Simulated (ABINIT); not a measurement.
A run of ABINIT 10.8.3 (patched build) is set up as follows.

The input run.abi:

```
# Datasets: ground state, then fixed potential
ndtset 2

# Pseudopotentials
pp_dirpath "./"
pseudos "Sn.GGA_PBE-JTH_sp.xml, Se.GGA_PBE-JTH.xml"

# Structure
acell 3*1.0 Angstrom
rprim
     3.8110000000     0.0000000000     0.0000000000
    -1.9055000000     3.3004228138     0.0000000000
     0.0000000000     0.0000000000     6.1360000000
ntypat 2
znucl 50 34
natom 3
typat 1 2 2
xred
     0.0000000000     0.0000000000     0.0000000000
     0.6666666667     0.3333333333     0.7510000000
     0.3333333333     0.6666666667     0.2490000000

# Plane-wave basis
ecut 408.170794 eV
pawecutdg 30.0

# Exchange and correlation
ixc -120135

# Bands and occupations
occopt 3
tsmear 0.00183747

# SCF cycle
nstep 100

# Output
iomode 3
prtwf 0
prteig 0
prtebands 0
enunit 1
prtden1 1

# Dataset 1
kptopt1 1
ngkpt1 8 8 5
nshiftk1 1
shiftk1 0.0 0.0 0.0
nband1 12
tolvrs1 1.0e-9

# Dataset 2: bands along G-M-K-G-A-L-H-A
iscf2 -2
getden2 1
nband2 16
nbdbuf2 2
tolwfr2 1.0e-12
kptopt2 -7
ndivsm2 6
prteig2 1
kptbounds2
     0.0000000000     0.0000000000     0.0000000000
     0.5000000000     0.0000000000     0.0000000000
     0.3333333333     0.3333333333     0.0000000000
     0.0000000000     0.0000000000     0.0000000000
     0.0000000000     0.0000000000     0.5000000000
     0.5000000000     0.0000000000     0.5000000000
     0.3333333333     0.3333333333     0.5000000000
     0.0000000000     0.0000000000     0.5000000000
```

Potentials or basis: JTH PAW PBE v2.0 sp.

Launch:

```sh
$ abinit run.abi > log 2>&1
```

What does it give for the largest force?

0.561 eV/Å.

Predict the band gap on the k mesh.

0.74 eV, indirect (least direct gap 1.05 eV).

Forces on the atoms (eV/Å):
```
Sn   0.000  0.000  0.000
Se   0.000  0.000 -0.561
Se   0.000  0.000  0.561
```

Caveat: the PAW data sets were made with another functional, which shifts forces and pressure a little; spin-orbit coupling is left out, which moves the levels of the heavy elements; this set keeps more shells in the core, which shifts pressures and gaps; an odd mesh through Γ misses points on the zone boundary, where band edges often lie.
